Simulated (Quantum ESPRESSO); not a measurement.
Crystal: KTaO3.

```
Ta K O
1.0
     3.98830    0.00000    0.00000
     0.00000    3.98830    0.00000
     0.00000    0.00000    3.98830
Ta K O
1 1 3
Direct
  0.00000 0.00000 0.00000
  0.50000 0.50000 0.50000
  0.00000 0.00000 0.50000
  0.00000 0.50000 0.00000
  0.50000 0.00000 0.00000
```

- Program: Quantum ESPRESSO 7.5
- Task: Wannier functions
- Functional: PBEsol
- Potentials or basis: GBRV 1.5 PBEsol
- Cutoff: 762 eV
- Density cutoff: 6095 eV
- k mesh: 4 × 4 × 4
- Occupations: fermi-dirac, width 0.05 eV
- Spin: no spin polarisation
- Mixing beta: 0.5
- Most SCF iterations: 120
- SCF threshold: 1e-09 Ry
- k mesh for the Wannier functions: 4 × 4 × 4
- Projections: Ta spd, K sp, O sp

Start: atomic projections with disentanglement, frozen window up to 2.1 eV over the reference level; the lowest 5 bands are left out. The reference level is the Fermi level, or the middle of the gap.

**Question.** With atomic projections with disentanglement, how many functions result, how localised are they, and how well do they interpolate the bands?

**Answer.** 25 functions with spreads from 0.42 to 1.65 Å², 21.7 Å² in all; they miss the direct bands by 2 meV (root mean square).

Wannier functions:
| function | nearest atom | distance (Å) | spread (Å²) | on-site energy from the reference level (eV) |
| --- | --- | --- | --- | --- |
| 1 | 1 Ta | 0.84 | 1.61 | 5.48 |
| 2 | 1 Ta | 1.03 | 1.54 | 6.03 |
| 3 | 1 Ta | 1.05 | 1.64 | 6.64 |
| 4 | 1 Ta | 1.05 | 1.64 | 6.67 |
| 5 | 1 Ta | 0.00 | 0.91 | 4.84 |
| 6 | 1 Ta | 0.84 | 1.61 | 5.46 |
| 7 | 1 Ta | 0.84 | 1.60 | 5.46 |
| 8 | 1 Ta | 0.00 | 0.91 | 4.84 |
| 9 | 1 Ta | 1.04 | 1.65 | 6.71 |
| 10 | 2 K | 0.41 | 0.84 | -0.54 |
| 11 | 2 K | 0.40 | 0.83 | -0.63 |
| 12 | 2 K | 0.00 | 0.67 | -11.44 |
| 13 | 2 K | 0.02 | 0.67 | -11.41 |
| 14 | 3 O | 0.30 | 0.47 | -5.12 |
| 15 | 3 O | 0.31 | 0.42 | -5.02 |
| 16 | 3 O | 0.29 | 0.48 | -4.93 |
| 17 | 3 O | 0.29 | 0.48 | -4.94 |
| 18 | 4 O | 0.29 | 0.48 | -5.03 |
| 19 | 4 O | 0.29 | 0.48 | -5.06 |
| 20 | 4 O | 0.29 | 0.48 | -4.99 |
| 21 | 4 O | 0.31 | 0.42 | -5.02 |
| 22 | 5 O | 0.29 | 0.48 | -5.04 |
| 23 | 5 O | 0.29 | 0.49 | -5.06 |
| 24 | 5 O | 0.31 | 0.42 | -5.03 |
| 25 | 5 O | 0.29 | 0.49 | -5.00 |

Parts of the spread (Å²): invariant 18.27, diagonal 0.008, off-diagonal 3.46, total 21.74. Against the direct bands the interpolation misses by 2 meV (root mean square) and 18 meV at most, for states up to 1 eV over the reference level.

Caveat: spin-orbit coupling is left out, which moves the levels of the heavy elements; the Wannier minimisation didn't converge.
